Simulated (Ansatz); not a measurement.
## Relaxing Na

Computed with DFT PBE, scalar-relativistic, plane waves, PAW (Ansatz 0.2.0). Cutoff 420 eV, Γ-centred k mesh, Gaussian smearing, no spin polarisation in the final step.

The start puts Na on the sites of a reported C cell (Fmmm, No. 69), at a guessed volume.

```
CELL_PARAMETERS angstrom
0.00000 3.52318 5.54565
2.03407 0.00000 5.54565
2.03407 3.52318 0.00000
ATOMIC_POSITIONS crystal
Na 0.16667 0.83333 0.16667
Na 0.83333 0.16667 0.83333
```

Steps on the 6×6×6 mesh (2 atoms). 12 of 33 steps are shown, and the free energy counts from the last. Trial steps that were taken back and renewals of the plane-wave basis can be among the rows.

| step | ΔF (meV/atom) | V (Å³/atom) | P (GPa) | largest force component (eV/Å) |
| --- | --- | --- | --- | --- |
| 1 | 1091.5 | 39.74 | 6.02 | 0.008 |
| 4 | 613.3 | 47.82 | 2.03 | 0.002 |
| 7 | 441.0 | 49.04 | -0.59 | 0.000 |
| 10 | 304.3 | 40.92 | -1.09 | 0.033 |
| 13 | 244.3 | 33.60 | -0.09 | 0.102 |
| 16 | 168.4 | 34.81 | 1.71 | 0.010 |
| 18 | 121.1 | 37.41 | 0.90 | 0.001 |
| 21 | 71.8 | 37.36 | 0.30 | 0.028 |
| 24 | 68.7 | 38.22 | -0.54 | 0.077 |
| 27 | 59.0 | 35.44 | -0.02 | 0.010 |
| 30 | 12.1 | 35.65 | 0.56 | 0.035 |
| 33 | 0.0 | 37.30 | 0.16 | 0.002 |

Steps on the 18×18×18 mesh (2 atoms). 5 of 6 steps are shown, and the free energy counts from the last.

```tsv
step	ΔF (meV/atom)	V (Å³/atom)	P (GPa)	largest force component (eV/Å)
1	3.2	37.30	0.13	0.003
2	2.6	37.45	0.10	0.000
3	0.6	38.31	-0.09	0.020
4	0.0	37.87	0.00	0.002
6	0.0	37.89	0.00	0.000
```

A final relaxation ran on a 18×18×18 mesh. The relaxed crystal, Fmmm (No. 69):

```
Na
1.0
     0.00000    3.09971    6.50422
     1.87930    0.00000    6.50422
     1.87930    3.09971    0.00000
Na
2
Direct
  0.86843 0.86843 0.13157
  0.13157 0.13157 0.86843
```

```json
{"Volume per atom": "37.89 Å³", "Density": "1.01 g/cm³", "Energy over the standard structure": "0.04 eV/atom", "Gap on the 18×18×18 mesh": "0 eV (a metal)"}
```

Energies count from the standard state of Na at the same level.

The final run used a 18×18×18 mesh on its 2-atom cell and 0.10 eV smearing. For metals, differences of a few meV/atom aren't resolved.

Symmetry constrained the relaxation, so the result can be a saddle point.